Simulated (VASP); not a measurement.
Here is a VASP 6.6.1 calculation.

INCAR

```
ALGO = Fast ; EDIFF = 1E-8
ENCUT = 600 ; ISIF = 2
ISMEAR = 0 ; LASPH = True
LCHARG = False ; LEPSILON = True
LREAL = False ; LWAVE = False
NELM = 80 ; PREC = Accurate
SIGMA = 0.03
```

File KPOINTS:

```
k-points
0
Monkhorst-Pack
  14 14 14
```

Contents of POSCAR:

```
KF                                      
1.0
   -0.0000000000      2.6173129796      2.6173129796
    2.6173129796      0.0000000000      2.6173129796
    2.6173129796      2.6173129796      0.0000000000
  K               F             
     1     1
Direct
     0.0000000000000000    0.0000000000000000    1.0000000000000000
     0.5000000000000000    0.5000000000000000    0.5000000000000000
```

Potentials or basis: VASP PAW LDA potentials, release 64 (K_sv, F).

Command:

```sh
$ cat potpaw_LDA.64/K_sv/POTCAR potpaw_LDA.64/F/POTCAR > POTCAR
$ mpirun -np 1 vasp_std > vasp.out
```

Question: What does it give for the electronic dielectric tensor (diagonal)?

Answer: 2.07.

Question: Estimate the Born charges (mean of the diagonal).

Answer: K +1.14; F -1.14 e.

Born effective charge tensors (e):
atom 1, K
```
1.14 0.00 0.00
0.00 1.14 0.00
0.00 0.00 1.14
```
atom 2, F
```
-1.14  0.00  0.00
 0.00 -1.14  0.00
 0.00  0.00 -1.14
```
